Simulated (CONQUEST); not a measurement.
Crystal: N.

```
N
1.0
     5.81510    0.00000    0.00000
     0.00000    5.81510    0.00000
     0.00000    0.00000    5.81510
N
8
Direct
  0.54586 0.45414 0.95414
  0.04586 0.54586 0.54586
  0.45414 0.04586 0.45414
  0.95414 0.95414 0.04586
  0.43610 0.56390 0.06390
  0.93610 0.43610 0.43610
  0.56390 0.93610 0.56390
  0.06390 0.06390 0.93610
```

- Program: CONQUEST 1.3
- Task: single point
- Functional: PBE
- Potentials or basis: PseudoDojo NC PBE, DZP, grid cutoff 150 Ha
- k mesh: 5 × 5 × 5
- Occupations: fermi-dirac, width 0.05 eV
- Spin: no spin polarisation

On this cell: pressure 3.0 GPa; largest force 2.550 eV/Å; band gap on the k mesh 7.64 eV, indirect (least direct gap 7.65 eV).

The same run follows on a disturbed copy (atoms moved at random, drawn with an rms of 0.05 Å):

```xyz
8
Lattice="5.8151 0.0000 0.0000 0.0000 5.8151 0.0000 0.0000 0.0000 5.8151" Properties=species:S:1:pos:R:3 pbc="T T T"
N     3.1590    2.6564    5.5579
N     0.2256    3.1589    3.2096
N     2.6381    0.2184    2.6285
N     5.6113    5.5307    0.2595
N     2.5819    3.2460    0.3676
N     5.4856    2.5199    2.5565
N     3.2586    5.4727    3.2394
N     0.3501    0.4228    5.4255
```

**Question.** What changes?

**Answer.** The energy moves by +184.5 meV/atom; pressure 12.6 GPa; largest force 16.842 eV/Å; band gap on the k mesh 7.81 eV, indirect (least direct gap 7.82 eV).

Forces in eV/Å, atoms in the order of the input:
```
N     9.390  -9.595 -10.170
N     4.720   5.427   5.537
N    -9.962   9.013  -9.811
N    -1.067  -1.351   1.240
N    -9.381   9.589  10.161
N    -4.708  -5.411  -5.531
N     9.954  -9.003   9.806
N     1.054   1.335  -1.230
```

Stress tensor (GPa, compression positive):
```
11.94 -5.97  2.07
-5.97 12.22  2.54
 2.07  2.54 13.55
```

Caveats: an odd mesh through Γ misses points on the zone boundary, where band edges often lie; the basis of atomic orbitals isn't converged, which shifts pressures, moduli and gaps; forces of over 1 eV/Å show positions far from the minimum, so gaps and moduli don't describe the material at rest (some runs).
